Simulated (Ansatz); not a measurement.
**HfN: moving Hf off its site**

HfN, F-43m, a = 4.910 Å (as given, not relaxed at this level: 0.7 GPa). This isn't the usual stable structure of the compound. Ansatz: PBE, PAW, 420 eV, Γ-centred 16×16×16 mesh on 2 atoms, Gaussian smearing 0.15 eV; no spin polarisation.

```xyz
2
Lattice="0.0000 2.4548 2.4548 2.4548 0.0000 2.4548 2.4548 2.4548 0.0000" Properties=species:S:1:pos:R:3 pbc="T T T"
Hf    0.0000    0.0000    0.0000
N     3.6822    3.6822    3.6822
```

Atom 1 (Hf) moves by x along the unit vector (0.000, 0.000, 1.000), with its periodic images; all else is held. y is the free energy of the cell over the start, F the force along the path summed over the moved atoms. Symmetry makes y even in x.

| x (Å) | y (meV) | F (eV/Å) |
| --- | --- | --- |
| -0.1000 | ? | ? |
| -0.0500 | 14.61 | 0.58 |
| 0.0000 | 0.00 | 0.00 |
| 0.0125 | 0.92 | -0.15 |
| 0.0250 | 3.68 | -0.29 |
| 0.0375 | 8.25 | -0.44 |
| 0.0625 | 22.77 | -0.72 |
| 0.0750 | 32.74 | -0.87 |
| 0.0875 | 44.55 | -1.02 |

**Question.** Fit y = c2 x² + c4 x⁴ to the energies of the other rows, give the force constant, and predict energy and force of the missing row.

**Answer.** Least squares on the rows shown. y = 5850.2 x² − 4397.5 x⁴. The force constant is 2 c2 = 11.7 eV/Å² (for all images moving together, not for a lone atom). With two atoms in a cubic cell this is the optical mode at Γ (in a metal it hangs on mesh and smearing): ω = 521.5 √(2 c2/μ) = 495 cm⁻¹ for μ = 12.99 u. The force −dy/dx at the missing row is 1.15 eV/Å (computed 1.17). At x = -0.1000 the fit asked for gives 58.06 meV. The run gave 58.22 meV, so the fit is 0.16 meV too low, a small miss on the scale of the series.

The cell has an odd number of electrons and ran without spin polarisation, so a magnetic or disproportionated state may lie lower. Spin–orbit coupling is left out, which can shift energies with elements as heavy as these.

Cost: 9 runs of about 6.9 core-minutes in all, on Intel Xeon Processor @ 2.70GHz (shared hosts).